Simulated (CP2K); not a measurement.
HfO2 under changes of volume

One of the cells (10.912 Å³/atom); the others are scaled copies at fixed shape and fractional positions:

```
Hf O
1.0
     3.55802    0.00000    0.00000
     0.00000    3.55802    0.00000
     0.00000    0.00000    5.17186
Hf O
2 4
Direct
  0.00000 0.00000 0.00000
  0.50000 0.50000 0.50000
  0.00000 0.50000 0.19721
  0.50000 0.00000 0.30279
  0.50000 0.00000 0.80279
  0.00000 0.50000 0.69721
```

Measurements of this composition are mostly on another form, of space group No. 14.

- Program: CP2K 2026.2
- Functional: PBEsol
- Potentials or basis: POTENTIAL_UZH Hf GTH-PBE-q12, O GTH-PBE-q6; TZVP-MOLOPT-PBE-GTH basis
- Density cutoff: 8163 eV
- k mesh: 8 × 8 × 5
- Occupations: fermi-dirac, width 0.05 eV
- Spin: no spin polarisation

```tsv
volume (Å³/atom)	energy over the lowest point (meV/atom)	pressure (GPa)	gap on the mesh (eV)	largest force (eV/Å)
10.257	23.10	14.7	4.96	0.432
10.476	?	?	?	?
10.694	0.08	2.6	4.83	0.190
10.912	0.00	-2.5	4.76	0.072
11.130	6.65	-7.2	4.68	0.028
11.349	19.32	-11.4	4.60	0.121
11.567	37.42	-15.1	4.52	0.208
```

Question: What does the run at 10.476 Å³/atom give?

Answer: Energy over the lowest point 7.48 meV/atom; pressure 8.3 GPa; gap on the mesh 4.89 eV; largest force 0.306 eV/Å.

Worked out: A Birch-Murnaghan fit of order 3 (a polynomial in V^(-2/3)) to the other rows has its minimum at 10.80 Å³/atom with B0 = V·E''(V) = 254 GPa and B' = 4.0 at fixed shape and positions, which overstates the stiffness. It gives 7.47 meV/atom at 10.476 Å³/atom, against the run's 7.48, and -dE/dV = 8.3 GPa, against 8.3. A parabola through the other rows of the gap, of slope -3.14 eV per unit of ln V there, gives 4.90 eV, against the run's 4.89.

Energies are extrapolated to zero smearing.

Caveats: the potentials were made for another functional, which shifts forces and pressure; spin-orbit coupling is left out, which moves the levels of the heavy elements; an odd mesh through Γ misses points on the zone boundary, where band edges often lie; the basis of atomic orbitals isn't converged, which shifts pressures, moduli and gaps.
